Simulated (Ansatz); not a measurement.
**MgB2 (P6/mmm), two-dimensional strain map**

The calculation used DFT PBEsol, scalar-relativistic, plane waves, PAW in Ansatz 0.2.0. Settings: plane waves to 420 eV, k-mesh 18×18×14 (Γ-centred), Gaussian smearing 0.15 eV. No spin polarisation. Energies are free energies at this smearing, counted from the undisturbed cell; pressure is positive in compression.

Reference structure (relaxed at this level; it needn't be the usual structure):

```
CELL_PARAMETERS angstrom
3.06169 0.00000 0.00000
-1.53085 2.65150 0.00000
0.00000 0.00000 3.50446
ATOMIC_POSITIONS crystal
Mg 0.00000 0.00000 0.00000
B 0.33333 0.66667 0.50000
B 0.66667 0.33333 0.50000
```

The cell is strained by p along both x and y and by q along z, fractional coordinates fixed. Points are written (p, q).

Energy above the undisturbed cell in meV/atom (a dash: not computed):

```csv
p \ q,-0.080,-0.040,0.000,0.040,0.080
-0.080,?,261.3,232.1,237.6,?
-0.040,128.5,74.1,53.3,–,–
0.000,–,–,0.0,–,–
```

**Question.** Fill in the withheld energies.

**Answer.** (-0.080, -0.080): 330.3; (-0.080, 0.080): 266.4.